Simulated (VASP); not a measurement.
# Te2Pt (Moncheite) (P-3m1) in VASP: notebook

One crystal, Te2Pt (Moncheite), is run at these levels: PBE, PBE+D4; tasks: single point, electron localisation function.

All numbers are computed with VASP 6.6.1; they aren't measurements. Logs are shortened: lines on timing, memory, paths and dates and some standing lists are left out, and cuts for length are marked.

**1. The structure**

The structure is trigonal, space group P-3m1 (No. 164). The conventional cell has a = 4.010 Å, b = 4.010 Å, c = 5.201 Å, α = 90.00°, β = 90.00°, γ = 120.00°. Around Pt (site symmetry -3m) lie 6 Te at 2.66 Å. Te (site symmetry 3m) has 3 Pt at 2.66 Å as nearest neighbours.

**2. Single point, PBE**

INCAR reads:

```
SYSTEM = Te2Pt
ALGO = Normal
EDIFF = 1E-6
ENCUT = 520
GGA = PE
ISIF = 2
ISMEAR = 0
LASPH = .True.
LCHARG = .True.
LELF = .True.
LREAL = .False.
LVHAR = .True.
LWAVE = .False.
NELM = 100
PREC = Accurate
SIGMA = 0.02
```

KPOINTS reads:

```
k-points
0
Gamma
  8 8 5
  0 0 0
```

POSCAR reads:

```
Te2Pt
1.0
    4.0100000000      0.0000000000      0.0000000000
   -2.0050000000      3.4727618692      0.0000000000
    0.0000000000      0.0000000000      5.2010000000
Pt Te
1 2
Cartesian
    0.0000000000      0.0000000000      0.0000000000
    2.0050000002      1.1575872896      3.9007500000
   -0.0000000002      2.3151745796      1.3002500000
```

Potentials or basis: VASP PAW PBE potentials, release 64 (Pt, Te).

The run is started by

```bash
$ cat potpaw_PBE.64/Pt/POTCAR potpaw_PBE.64/Te/POTCAR > POTCAR
$ mpirun -np 1 vasp_std > vasp.out
```

OUTCAR:

```text
SYSTEM = Te2Pt
   EDIFF = 1E-6
   ENCUT = 520
   GGA = PE
   ISIF = 2
   ISMEAR = 0
   LASPH = .True.
   LREAL = .False.
   NELM = 100
   PREC = Accurate

 ion  position               nearest neighbor table
   1  0.000  0.000  0.000-   2 2.66   3 2.66   2 2.66   3 2.66   2 2.66   3 2.66
   2  0.667  0.333  0.750-   1 2.66   1 2.66   1 2.66   3 3.48   3 3.48   3 3.48   3 3.48   3 3.48
                             3 3.48
   3  0.333  0.667  0.250-   1 2.66   1 2.66   1 2.66   2 3.48   2 3.48   2 3.48   2 3.48   2 3.48
                             2 3.48

  LATTYP: Found a hexagonal cell.
 ALAT       =     4.0100000000
 C/A-ratio  =     1.2970074813

  Lattice vectors:

 A1 = (   4.0100000000,   0.0000000000,   0.0000000000)
 A2 = (  -2.0050000000,   3.4727618692,   0.0000000000)
 A3 = (   0.0000000000,   0.0000000000,   5.2010000000)

Analysis of symmetry for initial positions (statically):
=====================================================================
 Subroutine PRICEL returns:
 Original cell was already a primitive cell.

 Routine SETGRP: Setting up the symmetry group for a
 hexagonal supercell.

 Subroutine GETGRP returns: Found 12 space group operations
 (whereof 12 operations were pure point group operations)
 out of a pool of 24 trial point group operations.

The static configuration has the point symmetry D_3d.

Analysis of symmetry for dynamics (positions and initial velocities):
=====================================================================
 Subroutine PRICEL returns:
 Original cell was already a primitive cell.

 Routine SETGRP: Setting up the symmetry group for a
 hexagonal supercell.

 Subroutine GETGRP returns: Found 12 space group operations
 (whereof 12 operations were pure point group operations)
 out of a pool of 24 trial point group operations.

The dynamic configuration has the point symmetry D_3d.

 Subroutine INISYM returns: Found 12 space group operations
 (whereof 12 operations are pure point group operations),
 and found     1 'primitive' translations

----------------------------------------------------------------------------------------

                                     Primitive cell

  volume of cell :      72.4280

  direct lattice vectors                    reciprocal lattice vectors
     4.010000000  0.000000000  0.000000000     0.249376559  0.143977623  0.000000000
    -2.005000000  3.472761869  0.000000000     0.000000000  0.287955246  0.000000000
     0.000000000  0.000000000  5.201000000     0.000000000  0.000000000  0.192270717

  length of vectors
     4.010000000  4.010000000  5.201000000     0.287955246  0.287955246  0.192270717

  position of ions in fractional coordinates (direct lattice)
     0.000000000  0.000000000  0.000000000
     0.666666667  0.333333333  0.750000000
     0.333333333  0.666666667  0.250000000

  ion indices of the primitive-cell ions
   primitive index   ion index
                 1           1
                 2           2
                 3           3

----------------------------------------------------------------------------------------

 KPOINTS: k-points

Automatic generation of k-mesh.
 Grid dimensions read from file:
 generate k-points for:    8    8    5

 Generating k-lattice:

  Cartesian coordinates                     Fractional coordinates (reciprocal lattice)
     0.031172070  0.017997203  0.000000000     0.125000000  0.000000000  0.000000000
     0.000000000  0.035994406  0.000000000     0.000000000  0.125000000  0.000000000
     0.000000000  0.000000000  0.038454143     0.000000000  0.000000000  0.200000000

  Length of vectors
     0.035994406  0.035994406  0.038454143

  Shift w.r.t. Gamma in fractional coordinates (k-lattice)
     0.000000000  0.000000000  0.000000000

 Subroutine IBZKPT returns following result:
 ===========================================

 Found     40 irreducible k-points:

 Following reciprocal coordinates:
            Coordinates               Weight
  0.000000  0.000000  0.000000      1.000000
  0.125000  0.000000  0.000000      6.000000
  0.250000  0.000000  0.000000      6.000000
  0.375000  0.000000  0.000000      6.000000
  0.500000  0.000000  0.000000      3.000000
  0.125000  0.125000  0.000000      6.000000
[... 16 lines left out ...]
 -0.125000  0.500000  0.200000     12.000000
  0.250000  0.250000  0.200000     12.000000
 [... further k-points ...]
   k-points           NKPTS =     40   k-points in BZ     NKDIM =     40   number of bands    NBANDS=     15
   number of dos      NEDOS =    301   number of ions     NIONS =      3
   total plane-waves  NPLWV =  36000
   dimension x,y,z NGX =    30 NGY =   30 NGZ =   40
   dimension x,y,z NGXF=    60 NGYF=   60 NGZF=   80
   ions per type =               1   2
   NGX,Y,Z   is equivalent  to a cutoff of  12.44, 12.44, 12.79 a.u.
   NGXF,Y,Z  is equivalent  to a cutoff of  24.87, 24.87, 25.57 a.u.
 SYSTEM =  Te2Pt
   PREC   = accura    normal or accurate (medium, high low for compatibility)
   ISTART =      0    job   : 0-new  1-cont  2-samecut
   ICHARG =      2    charge: 1-file 2-atom 10-const
   ISPIN  =      1    spin polarized calculation?
   LNONCOLLINEAR =      F non collinear calculations
   LSORBIT =      F    spin-orbit coupling
   LASPH  =      T    aspherical Exc in radial PAW
   ENCUT  =  520.0 eV  38.22 Ry    6.18 a.u.   7.46  7.46  9.67*2*pi/ulx,y,z
   NELM   =    100;   NELMIN=  2; NELMDL= -5     # of ELM steps
   EDIFF  = 0.1E-05   stopping-criterion for ELM
   LREAL  =      F    real-space projection
   EDIFFG = 0.1E-04   stopping-criterion for IOM
   NSW    =      0    number of steps for IOM
   IBRION =     -1    ionic relax: 0-MD 1-quasi-New 2-CG
   NFREE  =      0    steps in history (QN), initial steepest desc. (CG)
   ISIF   =      2    stress and relaxation
   ISYM   =      2    0-nonsym 1-usesym 2-fastsym
   POTIM  = 0.5000    time-step for ionic-motion
   TEBEG  =    0.0;   TEEND  =   0.0 temperature during run
   PSTRESS=    0.0 pullay stress
   NELECT =      22.0000    total number of electrons
   NUPDOWN=      -1.0000    fix difference up-down
   EMIN   =  10.00;   EMAX   =-10.00  energy-range for DOS
   EFERMI =   0.00;   METHOD = LEGACY
   ISMEAR =     0;   SIGMA  =   0.02  broadening in eV -4-tet -1-fermi 0-gaus
   EFERMI_NEDOS =   21; number of points for ismear=-14 and -15
   IALGO  =     38    algorithm
   IMIX   =      4    mixing-type and parameters
     AMIX     =   0.40;   BMIX     =  1.00
     AMIX_MAG =   1.60;   BMIX_MAG =  1.00
  volume/ion in A,a.u.               =      24.14       162.92
  Fermi-wavevector in a.u.,A,eV,Ry     =   1.100475  2.079597 16.477281  1.211046
  Thomas-Fermi vector in A             =   2.236887
   LORBIT       =      0    0 simple, 1 ext, 2 COOP (PROOUT), +10 PAW based schemes
   GGA     = PE    functional components
   LHFCALC =     F    Hartree Fock is set to
   AEXX    =    0.0000 exact exchange contribution
   IVDW    =     0    specifies the selected vdW correction
   LEPSILON=     F    determine dielectric tensor
   LRPA    =     F    only Hartree local field effects (RPA)
 non-spin polarized calculation
 Gauss-broadening in eV      SIGMA  =   0.02
  energy-cutoff  :      520.00
  volume of cell :       72.43
 maximum number of plane-waves:      1969
 NGX is ok and might be reduce to    30
   NGX = 15   NGY = 15   NGZ = 19

 number of electron      21.9999997 magnetization

 Free energy of the ion-electron system (eV)
  ---------------------------------------------------
  ext. energy  EPLUGINS =         0.00000000
  ---------------------------------------------------
  free energy    TOTEN  =       -13.42353909 eV

  energy without entropy =      -13.42318060  energy(sigma->0) =      -13.42335985

 E-fermi :   9.0984     XC(G=0): -10.5691

 val. band max:        9.0657925590   @ k =  -0.1250   0.3750   0.2000
 cond. band min:       9.1013471095   @ k =   0.0000   0.3750   0.2000
 fundamental gap:      0.0355545505
 Fermi energy:         9.0983815524

 k-point     1 :       0.0000    0.0000    0.0000
  band No.  band energies     occupation
      1      -5.3512      2.00000
      2      -1.7856      2.00000
      3       2.0484      2.00000
      4       2.8555      2.00000
      5       2.8555      2.00000
      6       4.9378      2.00000
      7       4.9378      2.00000
      8       6.2201      2.00000
      9       8.3849      2.00000
     10       8.3849      2.00000
     11      10.1398      0.00000
     12      10.1398      0.00000
     13      10.3178      0.00000
     14      11.6772      0.00000
     15      13.3536      0.00000

 k-point     2 :       0.1250    0.0000    0.0000
  band No.  band energies     occupation
      1      -5.1743      2.00000
      2      -1.8954      2.00000
      3       2.2400      2.00000
      4       2.9553      2.00000
      5       2.9967      2.00000
      6       4.7882      2.00000
      7       4.8559      2.00000
      8       5.9993      2.00000
      9       7.4476      2.00000
     10       7.9358      2.00000
     11       9.2356      0.00000
     12      10.4497      0.00000
     13      10.5150      0.00000
     14      12.7009      0.00000
     15      13.7501      0.00000
[... 365 lines left out ...]
      3       1.9217      2.00000
      4       3.1207      2.00000
      5       3.6093      2.00000
      6       4.6302      2.00000
      7       4.7148      2.00000
      8       5.2652      2.00000
      9       5.7575      2.00000
     10       5.8575      2.00000
     11       7.8318      2.00000
     12       9.1228      0.08466
     13      10.3150      0.00000
     14      12.7717      0.00000
     15      14.0593      0.00000

 k-point    24 :       0.2500    0.2500    0.2000
  band No.  band energies     occupation
      1      -3.5033      2.00000
      2      -2.7310      2.00000
      3       2.4522      2.00000
      4       2.9111      2.00000
      5       3.3842      2.00000
      6       4.2310      2.00000
      7       4.5396      2.00000
      8       5.2489      2.00000
      9       5.7513      2.00000
     10       6.6132      2.00000
     11       7.2919      2.00000
     12       9.2680      0.00000
     13      10.3872      0.00000
     14      12.9867      0.00000
     15      14.9765      0.00000

 [... further k-points ...]

------------------------ aborting loop because EDIFF is reached ----------------------------------------

  FORCE on cell =-STRESS in cart. coord.  units (eV):
  Direction    XX          YY          ZZ          XY          YZ          ZX
  --------------------------------------------------------------------------------------
  -------------------------------------------------------------------------------------
  Total        4.1005641      4.1005641      3.4230323      0.0000000      0.0000000     -0.0000000
  in kB       90.7084949     90.7084949     75.7208279      0.0000000      0.0000000     -0.0000000
  external PRESSURE =      85.7126059 kB  Pullay stress =       0.0000000 kB

 VOLUME and BASIS-vectors are now :
 -----------------------------------------------------------------------------
  energy-cutoff  :      520.00
  volume of cell :       72.43
      direct lattice vectors                 reciprocal lattice vectors
     4.010000000  0.000000000  0.000000000     0.249376559  0.143977623  0.000000000
    -2.005000000  3.472761869  0.000000000     0.000000000  0.287955246  0.000000000
     0.000000000  0.000000000  5.201000000     0.000000000  0.000000000  0.192270717

 POSITION                                       TOTAL-FORCE (eV/Angst)
 -----------------------------------------------------------------------------------
      0.00000      0.00000      0.00000         0.000000      0.000000      0.000000
      2.00500      1.15759      3.90075         0.000000     -0.000000     -0.963518
     -0.00000      2.31517      1.30025        -0.000000      0.000000      0.963518
 -----------------------------------------------------------------------------------
    total drift:                                0.000000      0.000000      0.000000

  FREE ENERGIE OF THE ION-ELECTRON SYSTEM (eV)
  ---------------------------------------------------
  free  energy   TOTEN  =       -13.4235390942 eV

  energy  without entropy=      -13.4231806041  energy(sigma->0) =      -13.42335985
```

Run time: 73 s. Hardware: 1 thread of AMD EPYC, shared host; peak memory 0.17 GiB.

What came out:

| Quantity | Value |
| --- | --- |
| Free energy | -13.4235 eV |
| Pressure | 8.6 GPa |
| Largest force | 0.964 eV/Å |
| Band gap on the k mesh | none (metal or under the smearing width) |

Forces in eV/Å, atoms in the order of the input:
```
Pt   0.000  0.000  0.000
Te   0.000  0.000 -0.964
Te   0.000  0.000  0.964
```

**3. Single point, PBE**

run.py reads:

```python
from ase.calculators.vasp import Vasp
from ase.dft.bandgap import bandgap
from ase.io import read

atoms = read('POSCAR')
calc = Vasp(
    directory='calc',
    xc='pbe',
    pp='PBE',
    setups='materialsproject',
    prec='Accurate',
    encut=520,
    ediff=1e-07,
    ismear=0,
    sigma=0.02,
    lreal=False,
    lasph=True,
    nelm=80,
    algo='Fast',
    isif=2,
    lwave=False,
    lcharg=False,
    kpts=[8, 8, 5],
    gamma=True,
)
atoms.calc = calc

print('energy (eV):', atoms.get_potential_energy())
print('free energy (eV):', atoms.get_potential_energy(force_consistent=True))
print('forces (eV/A):')
print(atoms.get_forces())
print('stress (eV/A^3, Voigt):', atoms.get_stress())
print('Fermi level (eV):', calc.get_fermi_level())
gap, top, bottom = bandgap(calc)
print('band gap (eV):', gap, 'from (spin, k, band)', top, 'to', bottom)
```

POSCAR reads:

```
Te2Pt
1.0
    4.0100000000      0.0000000000      0.0000000000
   -2.0050000000      3.4727618692      0.0000000000
    0.0000000000      0.0000000000      5.2010000000
Pt Te
1 2
Direct
    0.0000000000      0.0000000000      0.0000000000
    0.6666666667      0.3333333333      0.7500000000
    0.3333333333      0.6666666667      0.2500000000
```

Potentials or basis: VASP PAW PBE potentials, release 64 (Pt, Te).

The run is started by

```bash
$ python run.py
```

Run time: 86 s. Hardware: 1 thread of AMD EPYC, shared host; peak memory 0.18 GiB.

The run converged. Its results:

| Property | Result |
| --- | --- |
| Free energy | -13.4235 eV |
| Pressure | 8.5 GPa |
| Largest force | 0.963 eV/Å |
| Band gap on the k mesh | none (metal or under the smearing width) |

Forces on the atoms (eV/Å):
```
Pt   0.000  0.000  0.000
Te   0.000  0.000 -0.963
Te   0.000  0.000  0.963
```

Stress tensor (GPa, compression positive):
```
9.00 0.00 0.00
0.00 9.00 0.00
0.00 0.00 7.48
```

Levels at points of the mesh, in eV from the Fermi level:
```
           k point  band 7  band 8  band 9  band 10  band 11  band 12  band 13  band 14  band 15
(0.00, 0.00, 0.00)   -4.16   -2.88   -0.71    -0.71     1.04     1.04     1.22     2.58     4.26
(0.50, 0.00, 0.00)   -3.88   -3.83   -3.71    -3.62    -3.05     0.10     2.49     3.55     5.15
```

The run has no spin-orbit coupling, so splittings on Pt, Te are missing.

**4. Electron localisation function, PBE+D4**

INCAR reads:

```
SYSTEM = Te2Pt
PREC = Accurate
ENCUT = 520
EDIFF = 1E-6
ISMEAR = 0
SIGMA = 0.05
LREAL = .False.
LASPH = .True.
NELM = 60
ALGO = Normal
ISIF = 2
LWAVE = .False.
LCHARG = .True.
GGA = PE
IVDW = 13
LELF = .True.
AMIX = 0.2
BMIX = 1E-4
AMIX_MAG = 0.8
BMIX_MAG = 1E-4
```

Te2Pt.cif reads:

```cif
data_Te2Pt
_cell_length_a 4.01000000
_cell_length_b 4.01000000
_cell_length_c 5.20100000
_cell_angle_alpha 90.00000000
_cell_angle_beta 90.00000000
_cell_angle_gamma 120.00000000
_space_group_name_H-M_alt 'P-3m1'
_space_group_name_Hall '-P 3 2"'
_space_group_IT_number 164
loop_
_space_group_symop_operation_xyz
'x,y,z'
'-x,-y,-z'
'-y,x-y,z'
'y,-x+y,-z'
'-x+y,-x,z'
'x-y,x,-z'
'y,x,-z'
'-y,-x,z'
'x-y,-y,-z'
'-x+y,y,z'
'-x,-x+y,-z'
'x,x-y,z'
loop_
_atom_site_label
_atom_site_type_symbol
_atom_site_symmetry_multiplicity
_atom_site_Wyckoff_symbol
_atom_site_fract_x
_atom_site_fract_y
_atom_site_fract_z
_atom_site_occupancy
Pt1 Pt 1 a 0.0000000000 0.0000000000 0.0000000000 1
Te1 Te 2 d 0.6666666667 0.3333333333 0.7500000000 1
```

KPOINTS reads:

```
Automatic mesh
0
Gamma
  10 10 6
  0 0 0
```

POSCAR reads:

```
Pt Te
 1.0000000000000000
     4.0099999999999998    0.0000000000000000    0.0000000000000000
    -2.0049999999999990    3.4727618691755988    0.0000000000000000
     0.0000000000000000    0.0000000000000000    5.2009999999999996
 Pt  Te 
   1   2
Cartesian
  0.0000000000000000  0.0000000000000000  0.0000000000000000
  2.0050000002004995  1.1575872896094408  3.9007499999999995
 -0.0000000002004990  2.3151745795661580  1.3002499999999999
```

Potentials or basis: VASP PAW PBE potentials, release 54 (Pt, Te).

The run is started by

```bash
$ ase convert -i cif -o vasp Te2Pt.cif POSCAR
$ cat potpaw_PBE.54/Pt/POTCAR potpaw_PBE.54/Te/POTCAR > POTCAR
$ mpirun -np 1 vasp_std > vasp.out
```

It took 2.1 min on 1 thread of AMD EPYC, shared host; peak memory 0.2 GiB.

The run converged. Its results:

| Property | Result |
| --- | --- |
| Free energy | -15.2268 eV |
| Pressure | 4.7 GPa |
| Largest force | 1.038 eV/Å |
| Band gap on the k mesh | none (metal or under the smearing width) |
| Dispersion energy per atom | -0.599 eV |

Forces on the atoms (eV/Å):
```
Pt   0.000  0.000  0.000
Te   0.000  0.000 -1.038
Te   0.000  0.000  1.038
```

Stress tensor (GPa, compression positive):
```
5.22 0.00 0.00
0.00 5.22 0.00
0.00 0.00 3.54
```

Levels at points of the mesh, in eV from the Fermi level:
| k point | band 7 | band 8 | band 9 | band 10 | band 11 | band 12 | band 13 | band 14 | band 15 |
| --- | --- | --- | --- | --- | --- | --- | --- | --- | --- |
| (0.00, 0.00, 0.00) | -4.07 | -2.79 | -0.62 | -0.62 | 1.13 | 1.13 | 1.32 | 2.67 | 4.35 |
| (0.50, 0.00, 0.00) | -3.80 | -3.74 | -3.62 | -3.53 | -2.96 | 0.20 | 2.58 | 3.64 | 5.24 |
| (0.00, 0.00, 0.50) | -4.11 | -2.36 | -1.39 | -1.20 | -1.20 | 2.25 | 2.25 | 3.98 | 4.90 |
| (0.50, 0.00, 0.50) | -3.82 | -3.71 | -3.42 | -2.74 | -0.83 | 0.59 | 1.36 | 4.23 | 4.24 |

Caveat: pairwise dispersion overbinds metals, which lowers pressure and volume; forces of over 1 eV/Å show positions far from the minimum, so gaps and moduli don't describe the material at rest. The run has no spin-orbit coupling, so splittings on Pt, Te are missing.
